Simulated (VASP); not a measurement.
## Pr: single point with PBE

Crystal: Pr.

```
CELL_PARAMETERS angstrom
3.61941 0.00000 0.00000
-1.80971 3.13450 0.00000
0.00000 0.00000 5.83999
ATOMIC_POSITIONS crystal
Pr 0.66667 0.33333 0.75000
Pr 0.33333 0.66667 0.25000
```

This isn't the form of Pr at room conditions, which is double hcp.

The cell isn't the ideal one: volume scaled by 0.96.

- Program: VASP 6.6.1
- Task: single point
- Functional: PBE
- Potentials or basis: VASP PAW PBE potentials, release 64 (Pr)
- Cutoff: 520 eV
- k mesh: 8 × 8 × 5
- Occupations: fermi-dirac, width 0.05 eV
- Spin: collinear spin, typed start
- Starting moments: [2.0, 2.0] μB
- Dipole correction: no
- Further INCAR settings: ALGO = Normal; EDIFF = 1e-07; NBANDS = 24

The pressure is 0.8 GPa, the band gap on the k mesh is none (metal or under the smearing width) and the net moment is 5.41 μB per cell. The site moments are Pr +2.20 μB and the valence electrons inside the program's atomic spheres are Pr 10.04.

Stress tensor (GPa, compression positive):
```
0.45 0.00 0.00
0.00 0.45 0.00
0.00 0.00 1.46
```

Levels at points of the mesh, in eV from the Fermi level:
Spin up:
```tsv
k point	band 14	band 15	band 16	band 17	band 18	band 19
(0.00, 0.00, 0.00)	-0.28	-0.06	-0.06	0.01	0.01	0.41
(0.50, 0.00, 0.00)	-0.11	-0.06	0.01	0.11	0.13	0.22
```
Spin down:
```tsv
k point	band 6	band 7	band 8	band 9	band 10	band 11	band 12	band 13	band 14	band 15
(0.00, 0.00, 0.00)	-16.56	-16.52	-16.52	-3.24	-1.50	1.38	1.38	1.38	1.44	1.44
(0.50, 0.00, 0.00)	-17.06	-16.93	-16.70	-1.33	-0.94	-0.87	1.16	1.36	1.38	1.39
```

Wall time 5.2 min on 1 thread of Intel(R) Xeon(R) Platinum 8375C CPU @ 2.90GHz (Ice Lake), with other jobs on the host, peak memory 0.26 GiB.

Caveat: the magnetic or orbital state may not be the lowest; spin-orbit coupling is left out, which moves the levels of the heavy elements. The state reached can hang on the start; a lower one may exist.
